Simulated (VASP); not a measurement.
# SiC: relaxation of cell and atoms with PBE

Crystal: SiC.

```xyz
8
Lattice="3.0866 0.0000 0.0000 0.0000 5.0003 0.0000 0.0000 0.0000 5.3461" Properties=species:S:1:pos:R:3 pbc="T T T"
Si    0.0000    0.0000    1.7820
Si    1.5433    0.0000    4.4551
Si    1.5433    2.5001    0.8910
Si    0.0000    2.5001    3.5641
C     0.0000    3.1102    1.7820
C     1.5433    3.1102    4.4551
C     1.5433    0.6100    0.8910
C     0.0000    0.6100    3.5641
```

The cell was built by a generator and isn't the measured one.

```
Program                : VASP 6.6.1
Task                   : relaxation of cell and atoms
Functional             : PBE
Potentials or basis    : VASP PAW PBE potentials, release 64 (Si, C)
Cutoff                 : 600 eV
k mesh                 : 8 × 5 × 5
Occupations            : gaussian, width 0.02 eV
Spin                   : no spin polarisation
Further INCAR settings : ALGO = Normal; EDIFF = 1e-06; IBRION = 2; EDIFFG = -0.005; NSW = 40; ISIF = 3
```

```
Relaxed volume                         : 10.35 Å³/atom
Relaxed cell                           : a = 3.087 Å, b = 5.000 Å, c = 5.364 Å, α = 90.00°, β = 90.00°, γ = 90.00°
Space group after relaxing (to 0.05 Å) : P6_3mc (No. 186)
Energy gained by relaxing              : 0.2 meV/atom
Ionic steps                            : 7
Pressure after relaxing                : 3.1 GPa
Largest force after relaxing           : 0.003 eV/Å
Band gap on the k mesh                 : 2.42 eV
```

Forces on the atoms (eV/Å):
```
Si   0.000 -0.002 -0.002
Si   0.000 -0.002 -0.002
Si   0.000 -0.002  0.002
Si   0.000 -0.002  0.002
C    0.000  0.002  0.002
C    0.000  0.002  0.002
C    0.000  0.002 -0.002
C    0.000  0.002 -0.002
```

Stress tensor (GPa, compression positive):
```
1.33 0.00 0.00
0.00 7.83 0.00
0.00 0.00 0.00
```

Step by step:
```
step  energy change (eV)  largest force (eV/Å)  pressure (GPa)  volume (Å³)
   1              0.0000                0.0652            3.79        82.51
   2             -0.0002                0.0929            2.56        82.97
   3             -0.0018                0.0279            3.14        82.75
   4             -0.0018                0.0290            3.13        82.75
   5             -0.0018                0.0121            3.03        82.79
   6             -0.0019                0.0055            3.05        82.78
   7             -0.0019                0.0033            3.06        82.78
```

Final structure:
```cif
data_structure
_symmetry_space_group_name_H-M 'P 1'
_symmetry_Int_Tables_number 1
_cell_length_a 3.0866
_cell_length_b 5.0003
_cell_length_c 5.3635
_cell_angle_alpha 90.000
_cell_angle_beta 90.000
_cell_angle_gamma 90.000
_cell_volume 82.78
loop_
_atom_site_label
_atom_site_type_symbol
_atom_site_fract_x
_atom_site_fract_y
_atom_site_fract_z
_atom_site_occupancy
Si1 Si 0.00000 0.99974 0.33344 1
Si2 Si 0.50000 0.99974 0.83344 1
Si3 Si 0.50000 0.49974 0.16656 1
Si4 Si 0.00000 0.49974 0.66656 1
C1 C 0.00000 0.62226 0.33352 1
C2 C 0.50000 0.62226 0.83352 1
C3 C 0.50000 0.12226 0.16648 1
C4 C 0.00000 0.12226 0.66648 1
```

Levels at points of the mesh, in eV from the valence-band top:
```tsv
k point	band 13	band 14	band 15	band 16	band 17	band 18	band 19	band 20
(0.00, 0.00, 0.00)	-1.16	-0.04	-0.01	0.00	2.71	4.36	4.57	6.39
(0.50, 0.00, 0.00)	-2.88	-2.88	-2.66	-2.66	3.22	3.22	6.72	6.72
```

It took 30 s on 8 MPI ranks on Intel(R) Xeon(R) 6975P-C (Granite Rapids) (shared host), peak memory 0.28 GiB a rank.

Caveat: an odd mesh through Γ misses points on the zone boundary, where band edges often lie. A hybrid or GW would open this gap; PBE tends to underestimate it.
